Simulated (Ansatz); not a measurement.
Crystal: Fe.

```xyz
1
Lattice="-1.4430 1.4430 1.4430 1.4430 -1.4430 1.4430 1.4430 1.4430 -1.4430" Properties=species:S:1:pos:R:3 pbc="T T T"
Fe    0.0000    0.0000    0.0000
```

- Program: Ansatz 0.2.0
- Task: relaxation of cell and atoms
- Functional: BLYP
- Dispersion: D3(BJ)
- Potentials or basis: Ansatz PAW
- Cutoff: 420 eV (not typed: the program's choice for these potentials)
- k mesh: 13 × 13 × 13
- Occupations: fermi-dirac, width 0.05 eV
- Spin: collinear spin, ferromagnetic start
- Starting moments: [3.0] μB

At the start: volume 12.02 Å³/atom.

**Question.** Where does the relaxation end?

**Answer.** It ends after 8 steps and the volume is 11.09 Å³/atom (-7.7 %); space group Im-3m (No. 229, to 0.05 Å); moment 2.08 μB per cell.

The path:
```
step  energy change (eV)  largest force (eV/Å)  volume (Å³)
   1              0.0000                0.0000        12.02
   2             -0.0375                0.0000        11.43
   3             -0.0437                0.0000        11.00
   4             -0.0441                0.0000        11.10
   5             -0.0441                0.0000        11.09
   6             -0.0436                0.0000        11.09
   7             -0.0436                0.0000        11.09
   8             -0.0436                0.0000        11.09
```

Final structure:
```
Fe
1.0
    -1.40490    1.40490    1.40490
     1.40490   -1.40490    1.40490
     1.40490    1.40490   -1.40490
Fe
1
Direct
  0.00000 0.00000 0.00000
```

Caveat: the plane-wave basis is chosen anew once the cell has moved, so the energies of steps on either side of that aren't comparable; pairwise dispersion overbinds metals, which lowers pressure and volume; the PAW data sets come from PBE, with cores solved anew for the run's functional, which leaves a small shift of forces and pressure.
